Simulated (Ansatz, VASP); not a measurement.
Al in VASP and in Ansatz

Contents of INCAR:

```
SYSTEM = Al
ALGO     = Normal         ! electronic algorithm
EDIFF    = 1E-6           ! SCF threshold, eV
ENCUT    = 520            ! plane-wave cutoff, eV
GGA      = PE             ! functional
ISIF     = 2              ! what is computed and relaxed
ISMEAR   = 0              ! smearing method
LASPH    = .True.         ! aspherical terms in the spheres
LCHARG   = .False.        ! write CHGCAR
LREAL    = .False.        ! projectors in reciprocal space
LWAVE    = .False.        ! write WAVECAR
NBANDS   = 8              ! bands
NELM     = 60             ! most SCF steps
PREC     = Accurate       ! precision mode
SIGMA    = 0.15           ! smearing width, eV
```

The input KPOINTS:

```
k-points
0
Gamma
  22 22 22
  0 0 0
```

File POSCAR:

```
Al
1.0
   -1.5635486650      1.5635486650      1.6848800414
    1.5635486650     -1.5635486650      1.6848800414
    1.5635486650      1.5635486650     -1.6848800414
Al
1
Direct
    0.0000000000      0.0000000000      0.0000000000
```

Input for Ansatz:

```yaml
crystal:
  lattice:
    - [-1.563548665, 1.563548665, 1.6848800414]
    - [1.563548665, -1.563548665, 1.6848800414]
    - [1.563548665, 1.563548665, -1.6848800414]
  atoms:
    - { symbol: Al, position: [0.0, 0.0, 0.0] }
basis:
  ecutwfc: 420
kpoints:
  mp_grid: { grid: [22, 22, 22] }
hamiltonian:
  xc: pbe
scf:
  occupations: { method: gaussian, width: 0.15 }
output:
  forces: true
  stress: true
  eigenvalues: true
```

Alike in both runs: task single point; functional PBE; k mesh 22 × 22 × 22; occupations gaussian, width 0.15 eV; no spin polarisation.

|  | VASP | Ansatz |
| --- | --- | --- |
| version | VASP 6.6.1 | Ansatz 0.2.0 |
| potentials or method | VASP PAW PBE potentials, release 64 (Al) | scalar-relativistic, plane waves, PAW |
| plane-wave cutoff (eV) | 520 | 420 |
| valence electrons in the cell | 3 | 3 |

Ansatz gave:

```
gap on the k mesh at the Fermi level (eV)       : none
pressure (GPa)                                  : 1.9
largest component of the traceless stress (GPa) : 2.13
```

Problem. Estimate VASP's values.

Solution. gap on the k mesh at the Fermi level (eV): none; pressure (GPa): 1.8; largest component of the traceless stress (GPa): 2.13.

A gap of «none» marks a metal or a gap that the smearing closes.
